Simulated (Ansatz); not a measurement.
# A defect in a wire: armchair graphene nanoribbon (N = 10, H edges), Ni in place of one C, part 4 of 4

Aim: how much does this defect scatter, and at which energies?

Ansatz 0.2.0; DFT PBE, plane waves, PAW; relaxation of a wire's period (the session's first sound run).

So far. Step 3 (The perfect wire): At the computed energy nearest the Fermi level there are 0 channels a spin, and the thermal average gives 7.5e-10 G₀; the gap is 1.12 eV. Step 4 (Relaxing the junction): The largest force component on a free atom ends at 0.025 eV/Å, under the limit of 0.04. Ni ends nearest to C at 1.79 Å, C at 1.80 Å and C at 1.80 Å. 2 atoms of the wire itself, hydrogen apart, moved by over 0.45 Å, up to 0.56 Å.

## (5) Transmission

This step: DFT PBE, plane waves, PAW; transmission of a junction in a wire (Ansatz 0.2.0).

The cell is now read as a scatterer between two semi-infinite leads, named by two sites one period apart. The scattering states in its self-consistent potential are matched to the leads' states at each energy. One point across is taken, as for a wire in vacuum.

input.yaml reads:

```yaml
crystal:
  lattice:
    - [19.921, 0.0, 0.0]
    - [0.0, 7.0, 0.0]
    - [0.0, 0.0, 30.0382990689]
  atoms:
    - { symbol: C, position: [0.222885056, 0.5, 0.001009424] }
    - { symbol: C, position: [0.34513068, 0.5, 0.999974961] }
    - { symbol: C, position: [0.469141577, 0.5, 0.999976326] }
    - { symbol: C, position: [0.592746528, 0.5, 0.000132396] }
    - { symbol: C, position: [0.716606391, 0.5, 0.999858888] }
    - { symbol: C, position: [0.222885056, 0.5, 0.046609624] }
    - { symbol: C, position: [0.34513068, 0.5, 0.047644086] }
    - { symbol: C, position: [0.469141577, 0.5, 0.047642722] }
    - { symbol: C, position: [0.592746528, 0.5, 0.047486651] }
    - { symbol: C, position: [0.716606391, 0.5, 0.04776016] }
    - { symbol: H, position: [0.825190712, 0.5, 0.055291444] }
    - { symbol: H, position: [0.174809288, 0.5, 0.063756175] }
    - { symbol: C, position: [0.283393609, 0.5, 0.07128746] }
    - { symbol: C, position: [0.407253472, 0.5, 0.071560968] }
    - { symbol: C, position: [0.530858423, 0.5, 0.071404897] }
    - { symbol: C, position: [0.65486932, 0.5, 0.071403533] }
    - { symbol: C, position: [0.777114944, 0.5, 0.072437995] }
    - { symbol: C, position: [0.283393609, 0.5, 0.119188731] }
    - { symbol: C, position: [0.407253472, 0.5, 0.118915223] }
    - { symbol: C, position: [0.530858423, 0.5, 0.119071293] }
    - { symbol: C, position: [0.65486932, 0.5, 0.119072658] }
    - { symbol: C, position: [0.777114944, 0.5, 0.118038195] }
    - { symbol: H, position: [0.174809288, 0.5, 0.126720015] }
    - { symbol: H, position: [0.825190712, 0.5, 0.135184747] }
    - { symbol: C, position: [0.222885056, 0.5, 0.143866566] }
    - { symbol: C, position: [0.34513068, 0.5, 0.142832104] }
    - { symbol: C, position: [0.469141577, 0.5, 0.142833469] }
    - { symbol: C, position: [0.592746528, 0.5, 0.142989539] }
    - { symbol: C, position: [0.716606391, 0.5, 0.142716031] }
    - { symbol: C, position: [0.222885056, 0.5, 0.189466767] }
[... 132 atom lines left out ...]
    - { symbol: C, position: [0.407253472, 0.5, 0.97605808] }
    - { symbol: C, position: [0.530858423, 0.5, 0.97621415] }
    - { symbol: C, position: [0.65486932, 0.5, 0.976215515] }
    - { symbol: C, position: [0.777114944, 0.5, 0.975181053] }
    - { symbol: H, position: [0.174809288, 0.5, 0.983862873] }
    - { symbol: H, position: [0.825190712, 0.5, 0.992327604] }
kpoints:
  mp_grid: { grid: [1, 1, 3] }
scf:
  occupations: { method: fermi_dirac, width: 0.05 }
hamiltonian:
  xc: pbe
output:
  transmission:
    e_range: [-1.5, 1.5]
    de: 0.035
    kmesh: [1, 1]
    reduced_basis: true
    leads: [[144, 0]]
  dos: { projected: true, e_range: [-4, 3] }
  write_potential: true
  write_density: true
  volumetric_format: npy
  elf: true
```

Atom lines that are left out differ too.

Run with:

```
ansatz run input.yaml --threads 16 --pin off --max-ram 61440MiB --backend cuda --events-out ev --progress --plain --runs-dir out --max-vram 78GiB
```

Numbers of over 12 decimals in the logs are rounded to 6 here.

What it wrote:

```text
[...]
GPU FFT provider: cuFFT
GPU libraries: cuBLAS 13.8.1, cuFFT 12.4.0, cuSOLVER 12.3.2
[...]
Crystal: 168 atoms, lattice volume = 4188.751 Å³
Basis set: ecut = 420 eV, 82017 PW (Γ)
Bands: 469, of which v1, the nominal top of the filled ones, is band 301 counted from 1 (300 counted from 0)
Symmetry: 1 space group operations
[...]
k-points: 2 of 3 (time reversal used)
[...]
GPU buffer pool allocated for 1399680 grid points (all kernels)
[...]
SCF iter   1: F=—  HF=-41157.875572 eV  |F-HF|=—  |Δ(HF+E_count)|=         —  Δρ=5.81e-3  dr2=2.89e0  ethr=1.77e-3  ⟨swp⟩=5.0  Hψ=3867  notcnv=0  defer=236
[...]
SCF iter  13: F=-41157.483727 eV  HF=-41157.483727 eV  |F-HF|=1.22e-8  |Δ(HF+E_count)|=   3.93e-7  Δρ=1.12e-6  dr2=9.59e-8  ethr=1.66e-11  ⟨swp⟩=33.5  Hψ=8879  notcnv=0
SCF 1 converged in 13 iterations: F = -41157.483727 eV  dr2 = 9.59e-8
[...]
transmission: 6 of 43 steps passed
transmission: 9 of 43 steps passed
[...]
transmission: 43 of 43 steps passed
WARN: The output density's exchange-correlation potential varies sharply where the density is thin. Do not read a vacuum level from v_tot or v_xc, or from such a field of the output density. On a cell that repeats whose density bears no net charge and no dipole along the vacuum's axis use v_es (v_loc + v_h of the components); under efield.dipole_correction with no amplitude use v_es + v_field, which holds any externa [...]
[...]
Second SCF, for the conductance: iteration 1, dr2 1.700e-5 eV
Second SCF, for the conductance: iteration 2, dr2 8.106e-5 eV
Second SCF, for the conductance: iteration 3, dr2 9.396e-6 eV
Second SCF, for the conductance: iteration 4, dr2 3.828e-7 eV
Second SCF, for the conductance: iteration 5, dr2 1.367e-7 eV
Second SCF, for the conductance: iteration 6, dr2 4.406e-8 eV
transmission: 6 of 43 steps passed
transmission: 9 of 43 steps passed
[...]
transmission: 43 of 43 steps passed
SCF converged after 13 iterations
Free energy (F): -41157.483727 eV
[...]
Internal energy: -41157.481490 eV  (E = F + TS)
E sigma→0 (E₀):  -41157.482609 eV
Entropy (-TS):   -0.002237 eV (-0.013 meV/atom)
Fermi energy:    -0.483825 eV
[...]
--- Band table (eV) ---
  k-point 0: bands = [... 297 lower, -1.6354, -1.2926, -1.2092, -0.7968, -0.1444, -0.0851, 0.1137, 0.1733, ... 164 higher]
  k-point 1: bands = [... 297 lower, -1.5775, -1.3641, -1.2515, -0.8204, -0.1415, -0.0848, 0.1722, 0.3109, ... 164 higher]
--- Transmission ---
  basis      : 1229 plane waves across, 43 finite elements along
  points     : 1, standing for a mesh of 1 x 1
  on the GPU : 1 of these points
[...]
crystal 0  : C20H4, at the sites [144, 0], period 4.2912 Å, over 17.34 Å; its Hamiltonian steps by up to 46.7 meV: too much for a lead, lay more layers or, if its atoms are ordered, name the step of that order
[...]
filled         : 21.3 meV under the level at which it is neutral
    channels       : 0.000000e0 a spin
[...]
slowest decay  : 0.1036 /Å at (0.0000, 0.0000)
  junction   : crystal 0 to crystal 0, 0.36 to 26.11 Å
    transmission   : 0.000000e0 a spin
    conductance    : 3.4867e3 S/m² at 300 K (2.6370e3 on every other energy)
    error estimate : 24.4 % from the energy spacing and 0.0 % from band edges of the leads and from resonances (wavevectors taken as independent; lower de), 393.6 % from the steps of its leads' Hamiltonians or their offsets (lay more layers), 109.0 % from the distance to neutral
    resistance     : 2.7021e8 Ω µm² beyond half of each lead's own
```

Wall time 4.3 min (1 × NVIDIA GB200 with 16 threads of Arm Neoverse V2, shared host); peak memory 20 GiB; 42 min of CPU time.

Numbers from this step:

| Property | Result |
| --- | --- |
| energy at zero smearing | -41157.4826 eV |
| transmission at the Fermi level (a spin, zone mean) | 0 |
| potential step in the lower lead | 46.7 meV |
| slowest decay in the lead, at its filling level | 0.1036 Å⁻¹ |
| conductance of the junction | 6.28e-11 G₀ |

The transmission, one spin by energy, zero at the Fermi level:

```tsv
energy (eV)	transmission, one spin
-1.50	1.55
-1.40	1.36
-1.29	1.20
-1.19	1.07
-1.08	0.979
-0.97	0.933
-0.87	0.901
-0.77	0.810
-0.69	0.0104
-0.59	0.0124
-0.48	0
-0.38	0
-0.28	0
-0.17	0
-0.07	0
0.01	0
0.04	0
0.14	0
0.25	0
0.35	0
0.46	0
0.56	0
0.67	0.452
0.74	1.21
0.84	1.52
0.95	1.67
1.05	1.76
1.16	1.82
1.26	1.87
1.37	1.92
1.48	2.73
```

The open channels of the lead, one spin by energy, zero at the Fermi level:

```tsv
energy (eV)	open channels of the lead, one spin
-1.50	2
-1.43	2
-1.32	2
-1.25	2
-1.19	2
-1.11	2
-1.01	2
-0.94	2
-0.87	2
-0.77	2
-0.69	1
-0.62	1
-0.52	0
-0.45	0
-0.38	0
-0.31	0
-0.20	0
-0.14	0
-0.07	0
0.01	0
0.04	0
0.11	0
0.18	0
0.28	0
0.35	0
0.42	0
0.49	0
0.60	1
0.67	1
0.74	2
0.84	2
0.92	2
0.98	2
1.09	2
1.16	2
1.23	2
1.30	2
1.41	3
1.48	3
```

The conductance is 6.3e-11 G₀, with 0 channels a spin open in the lead. The lead's Hamiltonian steps by 46.7 meV, which the program calls too much for a lead. The largest term of the program's error estimate is 394 %, from the steps of its leads' Hamiltonians or their offsets.

## (6) What came out

- conductance of the perfect wire: 7.5e-10 G₀
- conductance, Ni in place of one C: 6.3e-11 G₀ (one error term of 394 %, so a rough value at best)

Summed over the computed window, 65 % of the lead's open channels pass the defect. The undoped leads have a gap, so the conductance at their level is exponentially small; the transmission in the bands is what a gate or doping would reach. Transport is coherent and elastic here: the atoms are frozen, so scattering by vibrations plays no part. In 1 run the program finds the step of the lead's Hamiltonian too large, so longer leads may change the transmission. One term of the program's error estimate for a conductance, of a junction or of the perfect wire, reaches 394 % in this session. A junction with open d shells ran without spin, after the few moments seeded in its relaxation died away; moments on all d atoms were not tried.

[Logs are printed without paths, hosts, clocks, repeated set-up lines and the standing remarks that a program may print on its own settings, such as how far it seeks lower states.]

[Hosts, paths, dates, database ids (printed as entryN), source tags and the programs' standing remarks are cut or masked in the printed files.]
